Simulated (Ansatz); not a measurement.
# Sn2Ge: the cell at several levels of theory

Aim: relax an ordered 6-atom cell of Sn2Ge on the diamond lattice (P-3m1) with PBE and r2SCAN and see how far the functionals disagree on the cell. This is a trial cell built on a prototype, not taken from a measured structure, and it needn't be the compound's ground state.

The runs shown are made with Ansatz 0.2.0. PAW datasets, plane waves, zero pressure. Spin-unpolarised throughout. Whether this structure exists isn't addressed.

## 1. The structure to begin with

This is the cell as the run starts from it, not yet at rest; its lengths are not the crystal's.

Space group P-3m1 (No. 164), trigonal; conventional cell a = 4.333 Å, c = 10.613 Å, 28.76 Å³ an atom. Near Ge stand 1 Sn at 2.65 Å and 3 Ge at 2.65 Å; near Sn stand 3 Sn at 2.65 Å and 1 Ge at 2.65 Å; near Sn stand 4 Sn at 2.65 Å.

Structure file:

```cif
data_structure
_symmetry_space_group_name_H-M 'P-3m1'
_symmetry_Int_Tables_number 164
_cell_length_a 4.3329
_cell_length_b 4.3329
_cell_length_c 10.6133
_cell_angle_alpha 90.000
_cell_angle_beta 90.000
_cell_angle_gamma 120.000
_cell_volume 172.56
loop_
_atom_site_label
_atom_site_type_symbol
_atom_site_symmetry_multiplicity
_atom_site_Wyckoff_symbol
_atom_site_fract_x
_atom_site_fract_y
_atom_site_fract_z
_atom_site_occupancy
Ge1 Ge 2 d 0.66667 0.33333 0.54167 1
Sn1 Sn 2 d 0.33333 0.66667 0.20833 1
Sn2 Sn 2 c 0.00000 0.00000 0.87500 1
```

## 2. Relaxing with PBE

File input.yaml:

```yaml
crystal:
  lattice:
    - [4.3328751895, 0.0, 0.0]
    - [-2.1664375947, 3.7523799855, 0.0]
    - [0.0, 0.0, 10.6133333333]
  atoms:
    - { symbol: Ge, position: [0.6666666667, 0.3333333333, 0.5416666667] }
    - { symbol: Sn, position: [0.3333333333, 0.6666666667, 0.2083333333] }
    - { symbol: Sn, position: [0.0, 0.0, 0.875] }
    - { symbol: Ge, position: [0.3333333333, 0.6666666667, 0.4583333333] }
    - { symbol: Sn, position: [0.0, 0.0, 0.125] }
    - { symbol: Sn, position: [0.6666666667, 0.3333333333, 0.7916666667] }
kpoints:
  mp_grid: { grid: [6, 6, 2] }
hamiltonian:
  xc: pbe
scf:
  occupations: { method: fermi_dirac, width: 0.02 }
relax:
  f_tol: 0.005
  cell: {}
```

Launch:

```console
ansatz run input.yaml --threads 4 --pin off --max-ram 6451MiB --backend cpu --events-out ev --progress --plain --runs-dir out
```

The runs that follow: Relaxing with r2SCAN.

**Question.** What will these runs give? Wanted: for each run, a; c; volume; space group; SCF geometries.

The runs gave:

| level | a (Å) | c (Å) | volume (Å³/atom) | space group | SCF geometries |
| --- | --- | --- | --- | --- | --- |
| PBE | 4.511 | 11.093 | 32.578 | P-3m1 | 6 |
| r2SCAN | 4.455 | 10.932 | 31.310 | P-3m1 | 6 |

In words: The first relaxation changed the volume by +13.3 % from the start. r2SCAN gives the smallest cell and PBE the largest; they differ by 4.0 % in volume, a mean of 1.3 % in length.
